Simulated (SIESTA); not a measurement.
Pb under changes of volume

One of the cells (32.418 Å³/atom); the others are scaled copies at fixed shape and fractional positions:

```
CELL_PARAMETERS angstrom
3.03861 -1.75032 0.00000
3.03861 1.75032 0.00000
-2.11546 0.00000 6.09522
ATOMIC_POSITIONS crystal
Pb 0.90851 0.90851 0.72629
Pb 0.09149 0.09149 0.27371
```

This isn't the form of Pb at room conditions, which is fcc.

```yaml
Program: SIESTA 5.4.2
Functional: LDA
Potentials_or_basis: PseudoDojo 0.4 standard (LDA files)
Basis: DZP (energy shift 0.003 Ry; two zetas on semicore shells)
Grid_cutoff: 500 Ry
Energy_shift: 0.003 Ry
k_mesh: 9 × 9 × 5
Occupations: fermi-dirac, width 0.05 eV
Spin: no spin polarisation
```

```csv
volume (Å³/atom),energy over the lowest point (meV/atom),pressure (GPa),largest force (eV/Å)
30.473,0.00,-0.3,0.032
31.121,3.17,-1.2,0.034
31.769,9.89,-2.0,0.064
32.418,19.72,-2.8,0.096
33.066,?,?,?
33.714,47.20,-3.9,0.157
34.363,64.26,-4.4,0.185
```

**Question.** What does the run at 33.066 Å³/atom give?

**Answer.** Energy over the lowest point 32.27 meV/atom; pressure -3.4 GPa; largest force 0.127 eV/Å.

Worked out: A Birch-Murnaghan fit of order 3 (a polynomial in V^(-2/3)) to the other rows has its minimum at 30.28 Å³/atom, just outside them, with B0 = V·E''(V) = 48 GPa and B' = 5.0 at fixed shape and positions, which overstates the stiffness. It gives 32.27 meV/atom at 33.066 Å³/atom, against the run's 32.27, and -dE/dV = -3.4 GPa, against -3.4.

Energies are extrapolated to zero smearing.

Caveats: the basis of atomic orbitals isn't converged, which shifts pressures, moduli and gaps.
